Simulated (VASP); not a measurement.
Crystal: Sn.

```
CELL_PARAMETERS angstrom
0.00000 3.23334 3.23334
3.23334 0.00000 3.23334
3.23334 3.23334 0.00000
ATOMIC_POSITIONS crystal
Sn 0.75000 0.75000 0.75000
Sn 0.50000 0.50000 0.50000
```

This isn't the form of Sn at room conditions, which is tetragonal (white tin).

Base run:

| Property | Result |
| --- | --- |
| Program | VASP 6.6.1 |
| Functional | PBEsol |
| Potentials or basis | VASP PAW PBE potentials, release 64 (Sn_d) |
| Cutoff | 520 eV |
| k mesh | 7 × 7 × 7 |
| Occupations | gaussian, width 0.05 eV |
| Spin | no spin polarisation |

Its results: band gap on the k mesh none (metal or under the smearing width); pressure 1.5 GPa.

Task: The run is repeated on the same cell with these changes: functional from PBEsol to r2SCAN; occupations from gaussian, width 0.05 eV to fermi-dirac, width 0.05 eV. What comes out?

Result: Band gap on the k mesh none (metal or under the smearing width); pressure 2.2 GPa.

Caveats: the PAW data sets were made with another functional, which shifts forces and pressure a little.

Not every run made on this cell is shown here.
